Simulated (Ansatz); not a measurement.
Zr:

```
Zr
1.0
    -1.81000    1.81000    1.81000
     1.81000   -1.81000    1.81000
     1.81000    1.81000   -1.81000
Zr
1
Direct
  0.00000 0.00000 0.00000
```

This isn't the form of Zr at room conditions, which is hcp.

- Program: Ansatz 0.2.0
- Task: single point
- Functional: PBEsol
- Potentials or basis: Ansatz PAW
- Cutoff: 420 eV (not typed: the program's choice for these potentials)
- k mesh: 10 × 10 × 10
- Occupations: fermi-dirac, width 0.05 eV
- Spin: no spin polarisation

On this cell: pressure -7.0 GPa; band gap on the k mesh none (metal or under the smearing width).

The same run follows on a disturbed copy (cell strained at random at fixed volume):

```
CELL_PARAMETERS angstrom
-1.84427 1.86024 1.77457
1.87912 -1.87150 1.82068
1.75054 1.77777 -1.78583
ATOMIC_POSITIONS crystal
Zr 0.02239 0.99601 0.01201
```

What changes?

The energy (extrapolated to zero smearing) moves by +5.2 meV/atom; pressure -7.0 GPa; band gap on the k mesh none (metal or under the smearing width).

Stress tensor (GPa, compression positive):
```
-6.94  1.27 -0.55
 1.27 -6.94  0.35
-0.55  0.35 -7.11
```

Caveats: the PAW data sets come from PBE, with cores solved anew for the run's functional, which leaves a small shift of forces and pressure.
